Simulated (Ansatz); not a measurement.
# GaN (Fm-3m): zero-pressure volume and bulk modulus with revPBE + D4

An exercise on one series of results from a longer session: the logs are not shown, and one member is left open.

Computed with Ansatz 0.2.0 (DFT revPBE + D4, scalar-relativistic, plane waves, PAW, unless a step's input says otherwise).

2 further runs of the same task are left out: 1 that didn't finish, 1 set aside as unsound or not needed. Runs told in other sessions of the task aren't counted.

## Starting point

The structure is cubic, space group Fm-3m (No. 225). The conventional cell has a = 3.985 Å, b = 3.985 Å, c = 3.985 Å, α = 90.00°, β = 90.00°, γ = 90.00°. Ga (site symmetry m-3m) is surrounded by 6 N at 1.99 Å. Around N (site symmetry m-3m) lie 6 Ga at 1.99 Å.

As a file:

```
Ga N
1.0
     0.00000    1.99250    1.99250
     1.99250    0.00000    1.99250
     1.99250    1.99250    0.00000
Ga N
1 1
Cartesian
  1.9925 1.9925 1.9925
  0.0000 0.0000 0.0000
```

An earlier run on this cell at PBE gave 69.11 GPa at 7.910 Å³/atom (10×10×10 mesh), mesh gap 1.83 eV. The cell is compressed at this level.

Set-up of the first run:

Input file input.yaml:

```yaml
crystal:
  lattice:
    - [0.0, 1.9925010849, 1.9925010849]
    - [1.9925010849, 0.0, 1.9925010849]
    - [1.9925010849, 1.9925010849, 0.0]
  atoms:
    - { symbol: Ga, position: [0.5, 0.5, 0.5] }
    - { symbol: "N", position: [0.0, 0.0, 0.0] }
basis:
  ecutwfc: 420
  ecutrho_ratio: 4
kpoints:
  mp_grid: { grid: [10, 10, 10] }
hamiltonian:
  xc: revpbe
  dispersion: d4
scf:
  occupations: { method: gaussian, width: 0.05 }
output:
  forces: true
  stress: true
  eigenvalues: true
```

On the command line:

```bash
$ ansatz run input.yaml --threads 4 --pin off --max-ram 8192MiB --backend cpu --events-out ev --progress --plain --runs-dir out
```

Steps of the session up to this table: At the given cell; Stepping to 8.860 Å³/atom; Stepping to 9.239 Å³/atom; Stepping to 9.231 Å³/atom; Volume × 0.98 of the new zero; Volume × 1.02 of the new zero; Volume × 0.96 of the new zero; Volume × 1.04 of the new zero.

One of the session's tables, all rows but one given; the rest of the session is left out.

It belongs to the step «Energy and pressure against volume». 

```
volume (Å³/atom)  energy (meV/atom)  pressure (GPa)
           8.862              11.66           10.54
           9.047               2.82            4.97
           9.231               0.00            0.00
           9.416                  ?               ?
           9.600              10.06           -8.40
```

**Question.** Estimate the row for volume (Å³/atom) = 9.416.

Worked estimate for «energy (meV/atom)». A straight line through the neighbours (9.231, 0.00) and (9.600, 10.06) gives 0.00 + (10.06 − 0.00) × (9.416 − 9.231) / (9.600 − 9.231) = 5.04; a parabola fitted to 3 rows on both sides gives 2.42.

As computed: energy (meV/atom): 2.56; pressure (GPa): -4.44. In «energy (meV/atom)» the line misses by +2.48 and the parabola by -0.14.
